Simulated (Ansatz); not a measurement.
LaAlO3 (R-3c-perovskite type, space group R-3c)

```
CELL_PARAMETERS angstrom
      2.70622     1.56244     4.39751
     -2.70622     1.56244     4.39751
      0.00000    -3.12488     4.39751
ATOMIC_POSITIONS crystal
  La 0.25000 0.25000 0.25000
  La 0.75000 0.75000 0.75000
  Al 0.00000 0.00000 0.00000
  Al 0.50000 0.50000 0.50000
  O  0.78870 0.71130 0.25000
  O  0.25000 0.78870 0.71130
  O  0.71130 0.25000 0.78870
  O  0.21130 0.28870 0.75000
  O  0.75000 0.21130 0.28870
  O  0.28870 0.75000 0.21130
```

The atoms are displaced by Q × the pattern below (from a DFPT mode at Γ, largest move 1; Q in Å), at fixed cell.

```tsv
atom	x	y	z
Al3	0.000	0.000	-1.000
Al4	0.000	0.000	1.000
O5	0.106	0.000	0.000
O6	-0.053	0.091	0.000
O7	-0.053	-0.091	0.000
O8	0.106	0.000	0.000
O9	-0.053	0.091	0.000
O10	-0.053	-0.091	0.000
```

Atoms not listed stay in place.

Computed with PBE (plane waves to 420 eV, PAW, scalar-relativistic; Ansatz, a quantum-chemistry and plane-wave program). k mesh 8×8×8 (Γ-centred), Fermi-Dirac smearing 0.05 eV. Energies are smeared free energies. LaAlO3 is run without spin polarisation. LaAlO3 was relaxed with its symmetry unable to fall. The PAW data are Ansatz's earlier set. The zero of ΔE is the undisplaced structure.

```json
[
 {"Q (Å)": "-0.1000", "ΔE (meV/cell)": "223.9"},
 {"Q (Å)": "-0.0833", "ΔE (meV/cell)": "155.5"},
 {"Q (Å)": "-0.0667", "ΔE (meV/cell)": "99.6"},
 {"Q (Å)": "-0.0500", "ΔE (meV/cell)": "56.0"},
 {"Q (Å)": "-0.0333", "ΔE (meV/cell)": "withheld"},
 {"Q (Å)": "-0.0167", "ΔE (meV/cell)": "6.2"},
 {"Q (Å)": "0.0000", "ΔE (meV/cell)": "0.0"},
 {"Q (Å)": "0.0167", "ΔE (meV/cell)": "6.2"},
 {"Q (Å)": "0.0333", "ΔE (meV/cell)": "withheld"},
 {"Q (Å)": "0.0500", "ΔE (meV/cell)": "56.0"},
 {"Q (Å)": "0.0667", "ΔE (meV/cell)": "99.6"},
 {"Q (Å)": "0.0833", "ΔE (meV/cell)": "155.5"},
 {"Q (Å)": "0.1000", "ΔE (meV/cell)": "223.9"}
]
```

Question: Fit an even polynomial form (powers 2, 4) to the given rows and predict ΔE at Q = -0.0333.

Answer: Least squares on the 11 given rows: ΔE = (22410)·Q² + (-1510)·Q⁴, in meV/cell with Q in Å; root-mean-square residual 0.05 meV/cell. At -0.0333 the fit gives 24.8 meV/cell; the calculation gives 24.9 meV/cell, so the interpolation is off by -0.1 (-0.4 %). The quadratic term alone would give 24.9 meV/cell.

(A displaced cell: forces are minus the slopes of the energy, force constants its curvatures, and phonons follow from these.)
